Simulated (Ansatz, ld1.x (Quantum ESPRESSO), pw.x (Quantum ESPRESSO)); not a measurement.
## pw.x on bcc Fe: one setting changed

Potential: ultrasoft, ld1.x (Quantum ESPRESSO) 7.5, PBE; core [Ar], reference 3d7 4s1 4p0; waves: 4s (bound): rcut 1.90, rcutus 2.42 bohr; 4s channel at 0.05 Ry: rcut 1.90, rcutus 2.42 bohr; 4p (bound, empty): rcut 2.14, rcutus 2.42 bohr; 4p channel at 1.2 Ry: rcut 2.14, rcutus 2.42 bohr; 3d (bound): rcut 1.52, rcutus 1.90 bohr; 3d channel at 0.1 Ry: rcut 1.52, rcutus 1.90 bohr; local part: all-electron potential smoothed inside 1.62 bohr (lloc = -1); core correction: none; augmentation: built from norm-conserving waves at rcut, not smoothed further.

The reference run (k-mesh 17³, cutoffs 55/600 Ry, Fermi–Dirac 0.01 Ry, mixing_beta 0.4, conv_thr 1e-9, no spin) gives 2.05 GPa at 10.545 Å³/atom, where all-electron LAPW gives 0.48 GPa. This run, with its own iteration cap, changes diagonalization to rmm-davidson.

```
&control
  calculation='scf', prefix='x', pseudo_dir='./', outdir='./tmp', tstress=.true., disk_io='none'
/
&system
  ibrav=0, nat=1, ntyp=1, ecutwfc=55, ecutrho=600, nbnd=11,
  occupations='smearing', smearing='fd', degauss=0.01
/
&electrons
  conv_thr=1e-09, mixing_beta=0.4, electron_maxstep=70, diagonalization='rmm-davidson'
/
ATOMIC_SPECIES
Fe 1.0 Fe.UPF
CELL_PARAMETERS angstrom
  -1.38142994 1.38142994 1.38142994
  1.38142994 -1.38142994 1.38142994
  1.38142994 1.38142994 -1.38142994
ATOMIC_POSITIONS crystal
Fe 0.0000 0.0000 0.0000
K_POINTS automatic
17 17 17 0 0 0
```

```bash
pw.x < Fe.scf.in > Fe.scf.out
```

Question: How does the run end?

Answer: It converges in 10 iterations; the free energy moves by +0.0 meV/atom and the pressure by +0.03 GPa. The result is that of the reference run.

```
Message from routine setup:
     using ibrav=0 with symmetry is DISCOURAGED, use correct ibrav instead
     lattice parameter (alat)  =       4.5216  a.u.
     unit-cell volume          =      71.1612 (a.u.)^3
     number of electrons       =         8.00
     number of Kohn-Sham states=           11
     kinetic-energy cutoff     =      55.0000  Ry
     charge density cutoff     =     600.0000  Ry
     scf convergence threshold =      1.0E-09
     Exchange-correlation= PBE
     number of k points=   165  Fermi-Dirac smearing, width (Ry)=  0.0100
     iteration #  1     ecut=    55.00 Ry     beta= 0.40
     total energy              =     -41.58659265 Ry
     estimated scf accuracy    <       0.44238576 Ry
     iteration #  2     ecut=    55.00 Ry     beta= 0.40
     total energy              =     -41.68761790 Ry
     estimated scf accuracy    <       0.02386301 Ry
     iteration #  3     ecut=    55.00 Ry     beta= 0.40
     total energy              =     -41.69261552 Ry
     estimated scf accuracy    <       0.00077865 Ry
     iteration #  4     ecut=    55.00 Ry     beta= 0.40
     total energy              =     -41.69278122 Ry
     estimated scf accuracy    <       0.00034132 Ry
     iteration #  5     ecut=    55.00 Ry     beta= 0.40
     total energy              =     -41.69285350 Ry
     estimated scf accuracy    <       0.00087326 Ry
     iteration #  6     ecut=    55.00 Ry     beta= 0.40
     total energy              =     -41.69300905 Ry
     estimated scf accuracy    <       0.00000046 Ry
     iteration #  7     ecut=    55.00 Ry     beta= 0.40
     total energy              =     -41.69301018 Ry
     estimated scf accuracy    <       0.00001093 Ry
     iteration #  8     ecut=    55.00 Ry     beta= 0.40
     total energy              =     -41.69301113 Ry
     estimated scf accuracy    <       0.00000069 Ry
     iteration #  9     ecut=    55.00 Ry     beta= 0.40
     total energy              =     -41.69301131 Ry
     estimated scf accuracy    <       0.00000003 Ry
     iteration # 10     ecut=    55.00 Ry     beta= 0.40
     the Fermi energy is    14.7911 ev
!    total energy              =     -41.69301132 Ry
     estimated scf accuracy    <          5.0E-10 Ry
     smearing contrib. (-TS)   =      -0.01275594 Ry
     The total energy is F=E-TS. E is the sum of the following terms:
     one-electron contribution =       4.72100723 Ry
     hartree contribution      =       6.87863471 Ry
     xc contribution           =      -8.66990355 Ry
     ewald contribution        =     -44.60999377 Ry
     convergence has been achieved in  10 iterations
          total   stress  (Ry/bohr**3)                   (kbar)     P=       20.80
     Message from routine punch:
     Nothing written, as per user request (disk_io='none')
```

The run took about 16 s on one core of a shared server CPU.
